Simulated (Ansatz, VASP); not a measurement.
# Cross-check of NiHS2 between VASP and Ansatz, part 2 of 2

One calculation is typed for both programs; each brings its own data sets. How far apart do they land? Of the first pair: The structure shown is the start of the Ansatz relaxation below; VASP solves that cell, so the two are compared at the walk's first step.

VASP 6.6.1 and Ansatz 0.2.0.

So far: Starting point; Ansatz: relaxation, revPBE.

## (3) VASP: single point, revPBE, start cell, pair 1

Level of this step: revPBE, zero-moment start; plane waves and PAW (Ni, S, H) (VASP).

The same cell, functional, mesh and smearing now go to VASP, with its own data sets.

Lines of VASP's logs that name or quote its potential files are left out, and so is its time.

File INCAR:

```
SYSTEM = NiHS2
PREC = Accurate
ENCUT = 520
EDIFF = 1E-06
NELM = 200
ISMEAR = -1
SIGMA = 0.05
LREAL = .FALSE.
ALGO = Normal
GGA = RE
NBANDS = 19
ISPIN = 2
MAGMOM = -0 0 0 -0
LASPH = .TRUE.
LMAXMIX = 4
LORBIT = 11
LWAVE = .FALSE.
LCHARG = .FALSE.
ISIF = 2
LDIPOL = .TRUE.
IDIPOL = 3
DIPOL = 0.5 0.5 0.302
LVHAR = .TRUE.
GGA_COMPAT = .FALSE.
NELMDL = -8
KPAR = 2
```

File POSCAR:

```
NiHS2
1.0
    3.7739400000      0.0000000000      0.0000000000
    2.1040520000      3.1329840000      0.0000000000
    0.0000000000      0.0000000000     31.3947730000
Ni S H
1 2 1
Direct
    0.6493200926      0.6493199455      0.2817098248
    0.0000000735      0.9999999264      0.3215271217
    0.2988681354      0.2988679883      0.2429338476
    0.0390262819      0.0390261348      0.3638898424
```

File KPOINTS:

```
Automatic mesh
0
Gamma
7 7 1
0 0 0
```

Potentials, in the order of the species: Ni, S and H (PBE family, release 64).

Run with:

```
$ mpirun -np 2 vasp_std
```

Numbers of over 12 decimals in the logs are rounded to 6 here.

The log of the run:

```text
[banner, memory and clock lines left out]
running    2 mpi-ranks, on    1 nodes
 distrk:  each k-point on    1 cores,    2 groups
 distr:  one band on    1 cores,    1 groups

 POSCAR found type information on POSCAR NiS H
 POSCAR found :  3 types and       4 ions
|                                                                             |
|               ----> ADVICE to this user running VASP <----                  |
|                                                                             |
|     You enforced a specific xc type in the INCAR file but a different       |
|     [... a line on the potential file left out ...]
|     I HOPE YOU KNOW WHAT YOU ARE DOING!                                     |
|                                                                             |

 LDA part: xc-table for (Slater+PW92), standard interpolation
 POSCAR, INCAR and KPOINTS ok, starting setup
 FFT: planning ... GRIDC
 FFT: planning ... GRID_SOFT
 FFT: planning ... GRID
 WAVECAR not read
 entering main loop
       N       E                     dE             d eps       ncg     rms          rms(c)
DAV:   1     0.154924726537E+03    0.15492E+03   -0.69756E+03  1216   0.826E+02
DAV:   2     0.678453423065E+01   -0.14814E+03   -0.14076E+03  1609   0.196E+02
DAV:   3    -0.179321669572E+02   -0.24717E+02   -0.24065E+02  1656   0.780E+01
DAV:   4    -0.188051616788E+02   -0.87299E+00   -0.86664E+00  1653   0.182E+01
DAV:   5    -0.188261220030E+02   -0.20960E-01   -0.20950E-01  1707   0.288E+00
DAV:   6    -0.188269305413E+02   -0.80854E-03   -0.80850E-03  1726   0.535E-01
DAV:   7    -0.188269694146E+02   -0.38873E-04   -0.38873E-04  1807   0.113E-01
DAV:   8    -0.188269708378E+02   -0.14232E-05   -0.14228E-05  1654   0.185E-02    0.179E+01
DAV:   9    -0.264668924718E+02   -0.76399E+01   -0.53535E+01  1542   0.125E+02    0.327E+01
DAV:  10    -0.182821655463E+02    0.81847E+01   -0.11146E+01  1577   0.587E+01    0.150E+01
DAV:  11    -0.166937335462E+02    0.15884E+01   -0.12425E+01  1604   0.751E+01    0.867E+00
DAV:  12    -0.161752624846E+02    0.51847E+00   -0.28777E+00  1834   0.268E+01    0.226E+00
DAV:  13    -0.161839624432E+02   -0.87000E-02   -0.28970E-01  1440   0.393E+00    0.136E+00
DAV:  14    -0.161803024508E+02    0.36600E-02   -0.10637E-02  1946   0.788E-01    0.107E+00
[...]
DAV:  28    -0.161704056345E+02   -0.43993E-04   -0.13287E-06  1228   0.902E-03    0.526E-03
DAV:  29    -0.161704289719E+02   -0.23337E-04   -0.70097E-07  1245   0.411E-03    0.351E-03
DAV:  30    -0.161704441427E+02   -0.15171E-04   -0.39433E-07  1116   0.283E-03    0.273E-03
DAV:  31    -0.161704508958E+02   -0.67531E-05   -0.20829E-07  1169   0.235E-03    0.225E-03
DAV:  32    -0.161704555301E+02   -0.46343E-05   -0.11170E-07  1137   0.155E-03    0.142E-03
DAV:  33    -0.161704590799E+02   -0.35498E-05   -0.90431E-08  1160   0.137E-03    0.455E-04
DAV:  34    -0.161704613137E+02   -0.22338E-05   -0.60410E-08  1086   0.943E-04    0.451E-04
DAV:  35    -0.161704621383E+02   -0.82461E-06   -0.92975E-09  1203   0.442E-04
   1 F= -.16170462E+02 E0= -.16151215E+02  d E =-.384945E-01  mag=    -0.0000
```

Parts of OUTCAR (step 3):

```text
ion  position               nearest neighbor table
   1  0.649  0.649  0.282-   3 2.37   3 2.37   2 2.39   2 2.39   3 2.63   2 2.65
   2  0.000  1.000  0.322-   4 1.36   1 2.39   1 2.39   1 2.65
   3  0.299  0.299  0.243-   1 2.37   1 2.37   1 2.63
   4  0.039  0.039  0.364-   2 1.36

  LATTYP: Found a base centered orthorhombic cell.
 ALAT       =     3.5502274120
 B/A-ratio  =     1.8761640845
 C/A-ratio  =     8.8430315461

 Subroutine GETGRP returns: Found  2 space group operations
 (whereof  2 operations were pure point group operations)

The static configuration has the point symmetry C_1h.

 Found     16 irreducible k-points:

   k-points           NKPTS =     16   k-points in BZ     NKDIM =     16   number of bands    NBANDS=     19

   dimension x,y,z NGX =    28 NGY =   28 NGZ =  240
   dimension x,y,z NGXF=    56 NGYF=   56 NGZF=  480

   ENCUT  =  520.0 eV  38.22 Ry    6.18 a.u.   7.02  7.02 58.37*2*pi/ulx,y,z

   NELECT =      23.0000    total number of electrons

 k-points in reciprocal lattice and weights: Automatic mesh
   0.00000000  0.00000000  0.00000000       0.020
   0.14285714  0.00000000  0.00000000       0.082
   0.28571429  0.00000000  0.00000000       0.082
   0.42857143  0.00000000  0.00000000       0.082
   0.14285714  0.14285714  0.00000000       0.041
   0.28571429  0.14285714  0.00000000       0.082
   0.42857143  0.14285714  0.00000000       0.082
  -0.42857143  0.14285714  0.00000000       0.082
  -0.28571429  0.14285714  0.00000000       0.082
[...]
0.42857143  0.42857143  0.00000000       0.041
  -0.42857143  0.42857143  0.00000000       0.041

 dipolmoment           0.000000      0.000000     -0.165668 electrons x Angstroem

 average (electrostatic) potential at core
       1 -94.8692       2 -95.4381       3 -94.7602       4 -42.2583

 E-fermi :  -3.1921

 spin component 1
 k-point     1 :       0.0000    0.0000    0.0000
  band No.  band energies     occupation
    ...
      7      -4.9534      1.00000
      8      -4.8241      1.00000
      9      -4.1317      1.00000
     10      -4.1088      1.00000
     11      -4.0447      1.00000
     12      -2.5560      0.00000
     13      -2.1142      0.00000
     14      -0.7620      0.00000
     15       0.3239      0.00000
     16       0.8616      0.00000
    ...

 k-point     2 :       0.1429    0.0000    0.0000
  band No.  band energies     occupation
    ...
      7      -5.3396      1.00000
      8      -5.0734      1.00000
      9      -4.5517      1.00000
     10      -4.1013      1.00000
     11      -3.9099      1.00000
     12      -2.8505      0.00108
     13      -2.5006      0.00000
     14      -0.4575      0.00000
     15       0.6375      0.00000
     16       1.2405      0.00000
    ...

 k-point     3 :       0.2857    0.0000    0.0000
  band No.  band energies     occupation
    ...
      8      -5.2608      1.00000
      9      -4.6612      1.00000
     10      -4.4080      1.00000
     11      -4.1938      1.00000
     12      -3.1967      0.52285
     13      -2.5846      0.00001
     14       0.2296      0.00000
     15       1.5390      0.00000
     16       1.8156      0.00000
     17       2.1133      0.00000
    ...

 k-point     4 :       0.4286    0.0000    0.0000
  band No.  band energies     occupation
    ...
      7      -5.7589      1.00000
      8      -5.4727      1.00000
      9      -4.8017      1.00000
     10      -4.7030      1.00000
     11      -4.4718      1.00000
     12      -3.1148      0.17579
     13      -2.4989      0.00000
     14       0.8581      0.00000
     15       1.3362      0.00000
     16       2.5707      0.00000
    ...

 k-point     5 :       0.1429    0.1429    0.0000
  band No.  band energies     occupation
    ...
      7      -5.2352      1.00000
      8      -4.9438      1.00000
      9      -4.5920      1.00000
     10      -4.1865      1.00000
     11      -3.8376      1.00000
     12      -3.0599      0.06636
     13      -2.1459      0.00000
     14      -0.5045      0.00000
     15       0.6005      0.00000
     16       1.2036      0.00000
    ...

 k-point     6 :       0.2857    0.1429    0.0000
  band No.  band energies     occupation
    ...
      8      -5.2145      1.00000
      9      -4.6253      1.00000
     10      -4.2938      1.00000
     11      -3.9523      1.00000
     12      -3.1968      0.52356
     13      -2.6398      0.00002
     14      -0.0332      0.00000
     15       1.1723      0.00000
     16       1.7327      0.00000
     17       2.2883      0.00000
    ...

  Total       -2.9626084     -3.6184557     -2.0292417      0.4882861      0.4211241      0.7901041
  in kB      -12.7871665    -15.6179249     -8.7585828      2.1075331      1.8176498      3.4102356
  external PRESSURE =     -12.3878914 kB  Pullay stress =       0.0000000 kB

  energy-cutoff  :      520.00
  volume of cell :      371.20
      direct lattice vectors                 reciprocal lattice vectors
     3.773940000  0.000000000  0.000000000     0.264975066 -0.177952175  0.000000000
     2.104052000  3.132984000  0.000000000     0.000000000  0.319184522  0.000000000
     0.000000000  0.000000000 31.394773000     0.000000000  0.000000000  0.031852436

 POSITION                                       TOTAL-FORCE (eV/Angst)
 -----------------------------------------------------------------------------------
      3.81670      2.03431      8.84422        -0.092814     -0.049470      0.009725
      2.10405      3.13298     10.09427        -0.060313     -0.032147     -1.156497
      1.75674      0.93635      7.62685        -0.123816     -0.065994      0.927737
      0.22940      0.12227     11.42424         0.276942      0.147611      0.219035
 -----------------------------------------------------------------------------------
    total drift:                               -0.000144      0.000248      0.000228

  FREE ENERGIE OF THE ION-ELECTRON SYSTEM (eV)
  ---------------------------------------------------
  free  energy   TOTEN  =       -16.1704621383 eV

  energy  without entropy=      -16.1319676635  energy(sigma->0) =      -16.15121490

 vacuum level on the upper side and lower side of the slab         0.244         2.779

 total charge
# of ion       s       p       d       tot
------------------------------------------
    1        0.371   0.391   8.240   9.002
    2        1.349   2.354   0.000   3.703
    3        1.373   2.207   0.000   3.579
    4        0.569   0.035   0.000   0.604
--------------------------------------------------
tot          3.661   4.987   8.240  16.889

 magnetization (x)
# of ion       s       p       d       tot
------------------------------------------
    1        0.000   0.000   0.000   0.000
    2        0.000   0.000   0.000   0.000
    3        0.000   0.000   0.000   0.000
    4        0.000   0.000   0.000   0.000
--------------------------------------------------
tot          0.000   0.000   0.000   0.000

[... 6 further parts left out ...]
```

This run allows spin, but its moments start at zero, where symmetry between the spins tends to hold them, although Ni can carry a moment. Its electron count is odd, so without a moment it is a metal by construction.

## (4) Side by side

Known differences besides the potentials themselves: Ansatz cuts the interaction across the vacuum, VASP repeats the sheet with a dipole correction; the data sets hold 31 valence electrons in Ansatz (on its default PAW (the set named soft_2) files) and 23 in VASP; the cutoff is 420 eV in Ansatz and 520 eV in VASP; Ansatz makes its cores anew for this functional, VASP keeps those of its PBE data sets. Total energies have different zeros and are not compared.

Forces (eV/Å; atoms numbered as in POSCAR):

| atom | Ansatz x, y, z | VASP x, y, z |
| --- | --- | --- |
| Ni1 | -0.040, -0.021, 0.172 | -0.093, -0.049, 0.010 |
| S2 | -0.064, -0.034, -1.174 | -0.060, -0.032, -1.156 |
| S3 | -0.123, -0.065, 0.777 | -0.124, -0.066, 0.928 |
| H4 | 0.227, 0.121, 0.225 | 0.277, 0.148, 0.219 |

The forces differ by 68 meV/Å r.m.s., which is 15.4 % of the r.m.s. force of 0.445 eV/Å (both taken over all components). Moments aren't recorded for both runs of this pair, so they may hold unlike magnetic states. With vacuum in the cell, a pressure given here is an average over mostly empty space and none of the material.

## (5) Further runs

Further runs change the set-up of one program: Ansatz's method, potentials or start, or VASP's data sets, cutoff or form of LDA. The table gives that difference for each run.

| run | r.m.s. force difference (meV/Å) |
| --- | --- |
| as above | 68 |
| VASP with the data sets Ni_sv_GW, S and H and a cutoff of 510 eV | 73 |

## (6) Ansatz: relaxation, revPBE

This run makes the geometry at which the two programs are then compared.

The structure compared here is the end of the Ansatz relaxation.

File input.yaml:

```yaml
crystal:
  lattice:
    - [3.7739399507, -5.0e-10, 0.0]
    - [2.10405227, 3.1329836892, 0.0]
    - [0.0, 0.0, 19.05109177]
  atoms:
    - { symbol: Ni, position: [0.64932007, 0.64932007, 0.46423671], spin: 1.0 }
    - { symbol: S, position: [0.0, 0.0, 0.5298526] }
    - { symbol: S, position: [0.29886798, 0.29886798, 0.40033677] }
    - { symbol: H, position: [0.03902618, 0.03902618, 0.59966323] }
  periodic: [true, true, false]
magnetization:
  spin_polarized: true
kpoints:
  mp_grid: { grid: [7, 7, 1] }
scf:
  occupations: { method: fermi_dirac, width: 0.05 }
hamiltonian:
  xc: revpbe
output:
  forces: true
  stress: true
  write_density: true
  write_potential: true
  elf: true
  volumetric_format: npy
relax:
  f_tol: 0.02
  max_steps: 50
  cell: {}
```

Run with:

```
$ ansatz run input.yaml --threads 1 --pin off --max-ram 4096MiB --backend cpu --events-out ev --progress --plain --runs-dir out
```

The log of the run:

```text
[...]
Crystal: 4 atoms, lattice volume = 371.202 Å³
Basis set: ecut = 420 eV, 7219 PW (Γ), exchange–correlation on 54×54×432 points (8 copies of the dense FFT grid, shifted against one another)
Bands: 20, of which v1, the nominal top of the filled ones, is band 16 counted from 1 (15 counted from 0)
[...]
cell:  # Å, volume = 343.6955 Å³
    - [3.692799, 0.089035, 0]
    - [2.132728, 3.015985, 0]
    - [0, 0, 31.394773]
  atoms:
    - { symbol: Ni, position: [0.569381, 0.569381, 0.281111] }
    - { symbol: S, position: [-0.00134518, -0.00134518, 0.328783] }
    - { symbol: S, position: [0.238369, 0.238369, 0.250884] }
    - { symbol: H, position: [0.180809, 0.180809, 0.349282] }
[key lines of the parts left out:]
SCF converged after 11 iterations
Magnetization: 0.0000 μB (15.5000 up, 15.5000 down)
Free energy (F): -7668.894868 eV
Fermi energy:    -5.193616 eV
P = ½ c Tr σ = -0.0122 N/m
```

## (7) VASP: single point, revPBE, relaxed cell, pair 2

The same cell, functional, mesh and smearing now go to VASP, with its own data sets.

INCAR: that of step 3 with these lines changed.

```diff
@@ -21,3 +21,3 @@
 IDIPOL = 3
-DIPOL = 0.5 0.5 0.302
+DIPOL = 0.5 0.5 0.303
 LVHAR = .TRUE.
```

File POSCAR:

```
NiHS2
1.0
    3.6927992614      0.0890347209      0.0000000000
    2.1327278927      3.0159849639      0.0000000000
    0.0000000000      0.0000000000     31.3947733633
Ni S H
1 2 1
Direct
    0.5693809204      0.5693809204      0.2811110102
    0.9986548166      0.9986548166      0.3287831261
    0.2383690120      0.2383690120      0.2508842240
    0.1808094811      0.1808094811      0.3492822445
```

KPOINTS is that of step 3.

Run with:

```
$ mpirun -np 2 vasp_std
```

The log of the run:

```text
[banner, memory and clock lines left out]
running    2 mpi-ranks, on    1 nodes
[...]
[... a notice as in an earlier step ...]

 LDA part: xc-table for (Slater+PW92), standard interpolation
 POSCAR, INCAR and KPOINTS ok, starting setup
[...]
entering main loop
       N       E                     dE             d eps       ncg     rms          rms(c)
DAV:   1     0.160628071940E+03    0.16063E+03   -0.72499E+03  1216   0.840E+02
DAV:   2     0.595852751337E+01   -0.15467E+03   -0.14558E+03  1612   0.199E+02
DAV:   3    -0.183653826968E+02   -0.24324E+02   -0.23844E+02  1654   0.802E+01
DAV:   4    -0.191318145341E+02   -0.76643E+00   -0.76400E+00  1679   0.177E+01
[...]
DAV:  30    -0.167192642876E+02   -0.24747E-05   -0.84561E-08  1224   0.931E-04    0.351E-04
DAV:  31    -0.167192654220E+02   -0.11344E-05   -0.28452E-08  1236   0.100E-03    0.233E-04
DAV:  32    -0.167192662164E+02   -0.79438E-06   -0.19749E-08  1180   0.564E-04
   1 F= -.16719266E+02 E0= -.16710852E+02  d E =-.168292E-01  mag=    -0.0000
```

From OUTCAR (step 7):

```text
  Total       -0.0924988     -0.0613829     -0.0672332     -0.0231662     -0.0125408     -0.0235289
  in kB       -0.4311940     -0.2861435     -0.3134157     -0.1079918     -0.0584606     -0.1096827
  external PRESSURE =      -0.3435844 kB  Pullay stress =       0.0000000 kB

 POSITION                                       TOTAL-FORCE (eV/Angst)
 -----------------------------------------------------------------------------------
      3.31694      1.76794      8.82542         0.004560      0.002431     -0.007009
      5.81769      3.10084     10.32207         0.067800      0.036138      0.036311
      1.38863      0.74014      7.87645        -0.009263     -0.004937      0.010268
      1.05331      0.56142     10.96564        -0.063098     -0.033631     -0.039570
 -----------------------------------------------------------------------------------
    total drift:                               -0.000174     -0.000093     -0.000122

  FREE ENERGIE OF THE ION-ELECTRON SYSTEM (eV)
  ---------------------------------------------------
  free  energy   TOTEN  =       -16.7192662164 eV

  energy  without entropy=      -16.7024370435  energy(sigma->0) =      -16.71085163

 magnetization (x)
# of ion       s       p       d       tot
------------------------------------------
    1       -0.000  -0.000  -0.000  -0.000
    2        0.000   0.000   0.000   0.000
    3        0.000   0.000   0.000   0.000
    4       -0.000  -0.000   0.000  -0.000
--------------------------------------------------
tot         -0.000   0.000  -0.000   0.000

[... 1 part as in an earlier step ...]

[... 2 further parts left out ...]
[key lines of the parts left out:]
E-fermi :  -3.5208
```

## (8) Differences

What differs besides the data sets and the points named for the pairs above, as far as they apply: the data sets hold 31 valence electrons in Ansatz (on its default PAW (the set named soft_2) files) and 23 in VASP. Total energies have different zeros and are not compared.

Forces (eV/Å; atoms numbered as in POSCAR):

| atom | Ansatz x, y, z | VASP x, y, z |
| --- | --- | --- |
| Ni1 | 0.001, 0.001, -0.001 | 0.005, 0.002, -0.007 |
| S2 | 0.001, 0.001, 0.002 | 0.068, 0.036, 0.036 |
| S3 | 0.000, 0.000, 0.000 | -0.009, -0.005, 0.010 |
| H4 | -0.003, -0.001, -0.001 | -0.063, -0.034, -0.040 |

The forces differ by 33 meV/Å r.m.s., where the r.m.s. force is 0.001 eV/Å in Ansatz and 0.034 eV/Å in VASP: the atoms lie near their places of rest in Ansatz, so a percentage would say little (all taken over all components). With vacuum in the cell, a pressure given here is an average over mostly empty space and none of the material.

## (9) Outcome

```
r.m.s. force difference (single point, revPBE, start cell, pair 1)   : 15 % of the r.m.s. force
r.m.s. force difference (single point, revPBE, relaxed cell, pair 2) : 33 meV/Å
```

In words: The r.m.s. force difference is 15 % of the r.m.s. force (single point, revPBE, start cell, pair 1), beyond the 3 % picked in this series as the mark of a large difference. The data sets hold unlike numbers of valence electrons (31 in Ansatz and 23 in VASP), so part of the differences comes from the potentials. For single point, revPBE, start cell, pair 1, no further run moves any of the tabulated differences by more than a quarter of its size. What causes the difference of the single point, revPBE, relaxed cell, pair 2 pair stays open here. Such differences can come from data sets, numerical settings and the points named under the comparisons, not from the functional's error against experiment.

[Lines on the potential files, build, host, timing and source positions are cut from VASP's logs without a mark.]

[Logs are printed without paths, hosts, clocks, repeated set-up lines and the standing remarks that a program may print on its own settings, such as how far it seeks lower states.]

[Hosts, paths, dates, database ids (printed as entryN), source tags and the programs' standing remarks are cut or masked in the printed files.]
